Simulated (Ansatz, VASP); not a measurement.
This is a calculation of C for VASP 6.6.1. 

Contents of INCAR:

```
ALGO = Normal
EDIFF = 1E-6
EDIFFG = -0.02
ENCUT = 600
GGA = PE
IBRION = 2
ISIF = 3
ISMEAR = -1
IVDW = 12
LASPH = True
LCHARG = False
LREAL = False
LWAVE = False
NELM = 100
NSW = 60
PREC = Accurate
SIGMA = 0.05
```

Contents of KPOINTS:

```
k-points
0
Gamma
  13 13 13
```

File POSCAR:

```
C
1.0
    0.0000000000      1.7833700000      1.7833700000
    1.7833700000      0.0000000000      1.7833700000
    1.7833700000      1.7833700000      0.0000000000
C
2
Direct
    0.7500000000      0.7500000000      0.7500000000
    0.5000000000      0.5000000000      0.5000000000
```

Potentials or basis: VASP PAW PBE potentials, release 64 (C).

Run with:

```sh
$ cat potpaw_PBE.64/C/POTCAR > POTCAR
$ mpirun -np 1 vasp_std > vasp.out
```

What does the same run look like in Ansatz 0.2.0? Potentials or basis there: Ansatz PAW, cutoff 420 eV.

As run (cutoffs and basis follow the program's own potentials, and thresholds, step limits or extra output files can differ):

Contents of input.yaml:

```yaml
crystal:
  lattice:
    - [0.0, 1.78337, 1.78337]
    - [1.78337, 0.0, 1.78337]
    - [1.78337, 1.78337, 0.0]
  atoms:
    - { symbol: C, position: [0.75, 0.75, 0.75] }
    - { symbol: C, position: [0.5, 0.5, 0.5] }
hamiltonian:
  xc: pbe
  pseudopotentials: { kind: paw }
  dispersion: d3bj
kpoints:
  mp_grid: { grid: [13, 13, 13] }
scf:
  occupations: { method: fermi_dirac, width: 0.05 }
output:
  forces: true
  stress: true
relax:
  f_tol: 0.01
  max_steps: 40
  cell: { stress_tol: 0.05 }
```

Potentials or basis: Ansatz PAW.

Command:

```bash
$ ansatz run input.yaml --threads 2 --pin off --max-ram 5632MiB --backend cpu --events-out ev --progress --plain --runs-dir out
```

Both were run:

|  | VASP | Ansatz |
| --- | --- | --- |
| Relaxed volume | 5.63 Å³/atom | 5.63 Å³/atom |
| Relaxed cell | a = 2.515 Å, b = 2.515 Å, c = 2.515 Å, α = 60.00°, β = 60.00°, γ = 60.00° | a = 2.515 Å, b = 2.515 Å, c = 2.515 Å, α = 60.00°, β = 60.00°, γ = 60.00° |
| Space group after relaxing | Fd-3m (No. 227) | Fd-3m (No. 227) |
| Pressure after relaxing | 0.0 GPa | 0.0 GPa |

Ansatz's pressure holds a Pulay term of +1.04 GPa for its cutoff of 420 eV, which the other run lacks.

Where Ansatz's input types no cutoff or centring, it takes its own default and a Γ-centred mesh.

Pressure is positive in compression.
